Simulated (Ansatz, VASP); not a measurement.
**Two plane-wave programs on BeSe**

```
Be Se
1.0
     0.00000    2.58944    2.58944
     2.58944    0.00000    2.58944
     2.58944    2.58944    0.00000
Be Se
1 1
Cartesian
  3.8842 3.8842 3.8842
  0.0000 0.0000 0.0000
```

The cell was built by a generator and needn't be a form met in nature.

Alike in both runs: task single point; functional PBE; k mesh 8 × 8 × 8; occupations gaussian, width 0.02 eV; no spin polarisation.

|  | VASP | Ansatz |
| --- | --- | --- |
| version | VASP 6.6.1 | Ansatz 0.2.0 |
| potentials or method | VASP PAW PBE potentials, release 64 (Be, Se) | scalar-relativistic, plane waves, PAW |
| plane-wave cutoff (eV) | 520 | 420 |
| valence electrons in the cell | 8 | 18 |

|  | VASP | Ansatz | Ansatz less VASP |
| --- | --- | --- | --- |
| gap on the k mesh at the Fermi level (eV) | 2.66 | 2.68 | +0.011 |
| least direct gap on the mesh (eV) | 4.22 | 4.22 | +0.001 |
| pressure (GPa) | 0.1 | 0.0 | -0.18 |

With one functional, cell and mesh, what is left measures potentials, basis and numerics. The two sets of potentials don't hold the same shells in valence.

A k mesh can miss the band edges.
